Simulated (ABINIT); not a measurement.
Here is an ABINIT 10.8.3 (patched build) calculation.

File run.abi:

```
pp_dirpath "./"
pseudos "Hg.upf, Se.upf"

acell 8.1216555201 8.1216555201 8.1216555201
rprim
     0.0000000000     0.7071067812     0.7071067812
     0.7071067812     0.0000000000     0.7071067812
     0.7071067812     0.7071067812     0.0000000000
ntypat 2
znucl 80 34
natom 2
typat 1 2
xred
     0.0000000000     0.0000000000     0.0000000000
     0.7500000000     0.7500000000     0.7500000000

ecut 39.0

kptopt 1
ngkpt 6 6 6
nshiftk 1
shiftk 0.0 0.0 0.0

ixc 11

nband 22
occopt 3
tsmear 0.00183747

nstep 100
tolvrs 1.0e-10

iomode 3
prtwf 0
prtden 0
prteig 0
prtebands 0
enunit 2
prtvol 2
```

Potentials or basis: PseudoDojo NC SR PBE v0.4.1 standard.

The run is started by

```bash
$ abinit run.abi > log 2>&1
```

Predict the pressure.

4.4 GPa.

Predict the band gap on the k mesh.

none (metal or under the smearing width).

The run has no spin-orbit coupling, so splittings on Hg are missing.
